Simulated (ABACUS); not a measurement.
# HfO2 (Pca2_1) in ABACUS: equation of state

How stiff is HfO2 in PBE, and what volume does it want? The cell is scaled to several volumes.

Everything below comes from runs of ABACUS 3.10.1. Logs are shortened: lines on timing, memory, paths and dates and some standing lists are left out, and cuts for length are marked.

## Step 1: Starting point

The structure is orthorhombic, space group Pca2_1 (No. 29). The conventional cell has a = 5.219 Å, b = 5.005 Å, c = 5.033 Å, α = 90.00°, β = 90.00°, γ = 90.00°. Hf (site symmetry 1) is surrounded by 7 O at 2.02 to 2.23 Å. O (site symmetry 1) has 3 Hf at 2.02 to 2.13 Å as nearest neighbours. Around O (site symmetry 1) lie 4 Hf at 2.11 to 2.23 Å.

Measurements of this composition are mostly on another form, of space group No. 14.

## Step 2: Equation of state, PBE, 10.30 Å³/atom (volume scaled by 0.94)

File INPUT:

```
INPUT_PARAMETERS
suffix              HfO2
calculation         scf
basis_type          pw
pseudo_dir          ./
symmetry            1
dft_functional      pbe
ecutwfc             84
pseudo_rcut         10
nspin               1
nbands              58
ks_solver           dav
smearing_method     fd
smearing_sigma      0.00367493
scf_thr             1e-08
scf_nmax            100
mixing_type         broyden
mixing_beta         0.7
cal_force           1
cal_stress          1
kpar                4
```

File STRU:

```
ATOMIC_SPECIES
Hf 178.4900 Hf.upf
O 15.9990 O.upf

LATTICE_CONSTANT
1.8897261246

LATTICE_VECTORS
5.1129138024 0.0000000000 0.0000000000
0.0000000000 4.9025969881 0.0000000000
0.0000000000 0.0000000000 4.9299483645

ATOMIC_POSITIONS
Direct

Hf
0.0
4
0.9669940000 0.7325208200 0.7414403500 1 1 1
0.5330060000 0.7325208200 0.2414403500 1 1 1
0.4669940000 0.2674791800 0.7414403500 1 1 1
0.0330060000 0.2674791800 0.2414403500 1 1 1

O
0.0
8
0.6321274500 0.9286454000 0.8792672600 1 1 1
0.8678725500 0.9286454000 0.3792672600 1 1 1
0.2339485200 0.5398830500 0.4922923900 1 1 1
0.2660514800 0.5398830500 0.9922923900 1 1 1
0.7660514800 0.4601169500 0.9922923900 1 1 1
0.7339485200 0.4601169500 0.4922923900 1 1 1
0.1321274500 0.0713546000 0.8792672600 1 1 1
0.3678725500 0.0713546000 0.3792672600 1 1 1
```

File KPT:

```
K_POINTS
0
Gamma
5 6 5 0 0 0
```

Potentials or basis: PseudoDojo NC SR 0.4.1 PBE standard, plane waves.

On the command line:

```bash
$ OMP_NUM_THREADS=1 mpirun -np 4 abacus > log
```

running log:

```text
ABACUS v3.10.1

               Atomic-orbital Based Ab-initio Computation at UStc

 ------------------------------------------------------------------------------------

 READING GENERAL INFORMATION
                           global_out_dir = OUT.HfO2/
                           global_in_card = INPUT
                               pseudo_dir = ./
                              orbital_dir =
                                    DSIZE = 4
                                    GSIZE = 1
[... 5 lines left out ...]

 READING ATOM TYPE 1
                               atom label = Hf
                      L=0, number of zeta = 1
                      L=1, number of zeta = 1
                      L=2, number of zeta = 1
             number of atom for this type = 4

 READING ATOM TYPE 2
                               atom label = O
                      L=0, number of zeta = 1
                      L=1, number of zeta = 1
                      L=2, number of zeta = 1
             number of atom for this type = 8

                        TOTAL ATOM NUMBER = 12
DIRECT COORDINATES
    atom                   x                   y                   z     mag                  vx                  vy                  vz
taud_Hf1            0.9669940000        0.7325208200        0.7414403500  0.0000        0.0000000000        0.0000000000        0.0000000000
taud_Hf2            0.5330060000        0.7325208200        0.2414403500  0.0000        0.0000000000        0.0000000000        0.0000000000
taud_Hf3            0.4669940000        0.2674791800        0.7414403500  0.0000        0.0000000000        0.0000000000        0.0000000000
taud_Hf4            0.0330060000        0.2674791800        0.2414403500  0.0000        0.0000000000        0.0000000000        0.0000000000
taud_O1            0.6321274500        0.9286454000        0.8792672600  0.0000        0.0000000000        0.0000000000        0.0000000000
taud_O2            0.8678725500        0.9286454000        0.3792672600  0.0000        0.0000000000        0.0000000000        0.0000000000
taud_O3            0.2339485200        0.5398830500        0.4922923900  0.0000        0.0000000000        0.0000000000        0.0000000000
taud_O4            0.2660514800        0.5398830500        0.9922923900  0.0000        0.0000000000        0.0000000000        0.0000000000
taud_O5            0.7660514800        0.4601169500        0.9922923900  0.0000        0.0000000000        0.0000000000        0.0000000000
taud_O6            0.7339485200        0.4601169500        0.4922923900  0.0000        0.0000000000        0.0000000000        0.0000000000
taud_O7            0.1321274500        0.0713546000        0.8792672600  0.0000        0.0000000000        0.0000000000        0.0000000000
taud_O8            0.3678725500        0.0713546000        0.3792672600  0.0000        0.0000000000        0.0000000000        0.0000000000

                          Volume (Bohr^3) = 833.938
                             Volume (A^3) = 123.577

 Lattice vectors: (Cartesian coordinate: in unit of a_0)
             +5.11291                  +0                  +0
                   +0             +4.9026                  +0
                   +0                  +0            +4.92995
 Reciprocal vectors: (Cartesian coordinate: in unit of 2 pi/a_0)
            +0.195583                  -0                  +0
                   -0           +0.203974                  -0
                   +0                  -0           +0.202842
 The esolver type has been set to : ksdft_pw

                PAO radial cut off (Bohr) = 10

 Read in pseudopotential file is Hf.upf
                     pseudopotential type = NC
          exchange-correlation functional = PBE
                 nonlocal core correction = 1
                        valence electrons = 12
                                     lmax = 3
                           number of zeta = 4
                     number of projectors = 8
                           L of projector = 0
                           L of projector = 0
                           L of projector = 1
                           L of projector = 1
                           L of projector = 2
                           L of projector = 2
                           L of projector = 3
                           L of projector = 3
                PAO radial cut off (Bohr) = 10

 Read in pseudopotential file is O.upf
                     pseudopotential type = NC
          exchange-correlation functional = PBE
                 nonlocal core correction = 1
                        valence electrons = 6
                                     lmax = 2
                           number of zeta = 2
                     number of projectors = 5
                           L of projector = 0
                           L of projector = 0
                           L of projector = 1
                           L of projector = 1
                           L of projector = 2
     initial pseudo atomic orbital number = 72

 SETUP THE ELECTRONS NUMBER
            electron number of element Hf = 12
      total electron number of element Hf = 48
             electron number of element O = 6
       total electron number of element O = 48
            AUTOSET number of electrons:  = 96
                           occupied bands = 48
                                   NBANDS = 58
                                   NLOCAL = 108
[... 91 lines left out ...]
K-POINTS REDUCTION ACCORDING TO SYMMETRY
     IBZ    DIRECT_X    DIRECT_Y    DIRECT_Z  WEIGHT  ibz2bz
       1  0.00000000  0.00000000  0.00000000  0.0067       0
       2  0.20000000  0.00000000  0.00000000  0.0133       1
       3  0.40000000  0.00000000  0.00000000  0.0133       2
       4  0.00000000  0.16666667  0.00000000  0.0133       5
       5  0.20000000  0.16666667  0.00000000  0.0267       6
       6  0.40000000  0.16666667  0.00000000  0.0267       7
[... 22 lines left out ...]
      29  0.20000000  0.16666667  0.40000000  0.0533      66
      30  0.40000000  0.16666667  0.40000000  0.0533      67
[... 6 further k points ...]

                               nkstot now = 36
[... K-POINTS DIRECT COORDINATES: 36 rows ...]

           k-point number in this process = 9
       minimum distributed K point number = 9
[... stars of the k points ...]

[... K-POINTS CARTESIAN COORDINATES: 9 rows ...]

[... K-POINTS DIRECT COORDINATES: 9 rows ...]

 SETUP PLANE WAVES FOR WAVE FUNCTIONS
     energy cutoff for wavefunc (unit:Ry) = 84
              fft grid for wave functions = [ 60, 60, 60 ]
                    number of plane waves = 12137
                         number of sticks = 649

 PARALLEL PW FOR WAVE FUNCTIONS
     PROC   COLUMNS(POT)             PW
        1            649          12137
 --------------- sum -------------------
        1            649          12137

 SETUP NONLOCAL PSEUDOPOTENTIALS IN PLANE WAVE BASIS
 Hf non-local projectors:
 projector 1 L=0
 projector 2 L=0
 projector 3 L=1
 projector 4 L=1
 projector 5 L=2
 projector 6 L=2
 projector 7 L=3
 projector 8 L=3
 O non-local projectors:
 projector 1 L=0
 projector 2 L=0
 projector 3 L=1
 projector 4 L=1
 projector 5 L=2
      TOTAL NUMBER OF NONLOCAL PROJECTORS = 232

 Init Non-Local PseudoPotential table :
 Init Non-Local-Pseudopotential done.

                                     npwx = 10865

 Make real space PAO into reciprocal space.
       max mesh points in Pseudopotential = 1001
     dq(describe PAO in reciprocal space) = 0.01
                                    max q = 1104

 number of pseudo atomic orbitals for Hf is 4
WARNING: norm of atomic wavefunction # 3 of atomic type Hf is 0.999757, renormalized
WARNING: norm of atomic wavefunction # 4 of atomic type Hf is 0.999781, renormalized

 number of pseudo atomic orbitals for O is 2

 -------------------------------------------
 SELF-CONSISTENT
 -------------------------------------------
                                 init_chg = atomic

 PW ALGORITHM --------------- ION=   1  ELEC=   1--------------------------------

 Density error is 3.8394670249
                          Error Threshold = 0.01
----------------------------------------------------------
     Energy           Rydberg                 eV
----------------------------------------------------------
 E_KohnSham     -716.0754978514      -9742.7069689661
 E_Harris       -703.4237377769      -9570.5709422241
 E_Fermi        0.9197148318         12.5133622476
----------------------------------------------------------
[... 87 lines left out ...]
 Density error is 1.25629674795e-09
                          Error Threshold = 9.76257765088e-11
----------------------------------------------------------
     Energy           Rydberg                 eV
----------------------------------------------------------
 E_KohnSham     -717.6375434555      -9763.9596897168
 E_KS(sigma->0) -717.6375434555      -9763.9596897168
 E_Harris       -717.6375319566      -9763.9595332665
 E_band         -26.2655382473       -357.3609811998
 E_one_elec     -95.6373611959       -1301.2130539483
 E_Hartree      109.6692471397       1492.1266564703
 E_xc           -182.6008651597      -2484.4122259021
 E_Ewald        -549.0685642395      -7470.4610663368
 E_entropy(-TS) -0.0000000000        -0.0000000000
 E_descf        0.0000000000         0.0000000000
 E_exx          0.0000000000         0.0000000000
 E_Fermi        1.0567742987         14.3781519627
----------------------------------------------------------

 charge density convergence is achieved
 final etot is -9763.9596897 eV
 EFERMI = 14.378151963 eV

 STATE ENERGY(eV) AND OCCUPATIONS    NSPIN == 1
 1/9 kpoint (Cartesian) = 0.0000 0.0000 0.0000 (10865 pws)
       1       -47.4111      0.0133333
       2       -47.3816      0.0133333
       3       -47.3813      0.0133333
       4       -47.3787      0.0133333
       5       -16.6784      0.0133333
       6       -16.6615      0.0133333
[... 350 lines left out ...]
      57        19.9372    2.76502e-50
      58        20.2154    1.05969e-52

[... levels at 3 further k points ...]

------------------------------------------------------------------------------------------
 TOTAL-FORCE (eV/Angstrom)
------------------------------------------------------------------------------------------
                       Hf1         0.1837886537        -0.1689501040         0.1869374956
                       Hf2        -0.1837886537        -0.1689501040         0.1869374956
                       Hf3         0.1837886537         0.1689501040         0.1869374956
                       Hf4        -0.1837886537         0.1689501040         0.1869374956
                        O1        -0.0670621734        -0.1249770598        -0.0550481487
                        O2         0.0670621734        -0.1249770598        -0.0550481487
                        O3         0.1468077421         0.2436140343        -0.1318893468
                        O4        -0.1468077421         0.2436140343        -0.1318893468
                        O5        -0.1468077421        -0.2436140343        -0.1318893468
                        O6         0.1468077421        -0.2436140343        -0.1318893468
                        O7        -0.0670621734         0.1249770598        -0.0550481487
                        O8         0.0670621734         0.1249770598        -0.0550481487
------------------------------------------------------------------------------------------

----------------------------------------------------------------
 TOTAL-STRESS (KBAR)
----------------------------------------------------------------
       261.9069089907         0.0000000000         0.0000000000
         0.0000000000       269.9410950236         0.0000000000
         0.0000000000         0.0000000000       253.2901274889
----------------------------------------------------------------
 TOTAL-PRESSURE: 261.712711 KBAR

 --------------------------------------------
 !FINAL_ETOT_IS -9763.9596897168430587 eV
 --------------------------------------------
```

Wall time 2.2 min (4 MPI ranks of Intel Xeon Platinum 8488C (Sapphire Rapids), shared host); peak memory 1.5 GiB.

Results:

```
Free energy            : -9763.9597 eV
Pressure               : 26.2 GPa
Largest force          : 0.314 eV/Å
Band gap on the k mesh : 4.72 eV, indirect (least direct gap 4.92 eV)
```

Caveat: there are fewer bands than atomic start orbitals, so a level may be missed at k points of high symmetry; spin-orbit coupling is left out, which moves the levels of the heavy elements; an odd mesh through Γ misses points on the zone boundary, where band edges often lie.

## Step 3: Equation of state, PBE, 10.52 Å³/atom (volume scaled by 0.96)

INPUT is that of step 2.

STRU: that of step 2 with these lines changed.

```diff
@@ -8,5 +8,5 @@
 LATTICE_VECTORS
-5.1129138024 0.0000000000 0.0000000000
-0.0000000000 4.9025969881 0.0000000000
-0.0000000000 0.0000000000 4.9299483645
+5.1489214240 0.0000000000 0.0000000000
+0.0000000000 4.9371234566 0.0000000000
+0.0000000000 0.0000000000 4.9646674546
```

KPT is that of step 2.

Potentials or basis: PseudoDojo NC SR 0.4.1 PBE standard, plane waves.

On the command line:

```bash
$ OMP_NUM_THREADS=1 mpirun -np 4 abacus > log
```

It took 2.3 min on 4 MPI ranks of Intel Xeon Platinum 8488C (Sapphire Rapids), shared host; peak memory 1.5 GiB.

It converged, with:

* Free energy: -9764.3312 eV
* Pressure: 19.1 GPa
* Largest force: 0.223 eV/Å
* Band gap on the k mesh: 4.64 eV, indirect (least direct gap 4.85 eV)

Caveat: there are fewer bands than atomic start orbitals, so a level may be missed at k points of high symmetry; spin-orbit coupling is left out, which moves the levels of the heavy elements; an odd mesh through Γ misses points on the zone boundary, where band edges often lie.

(Continued in part 2 of 2.)
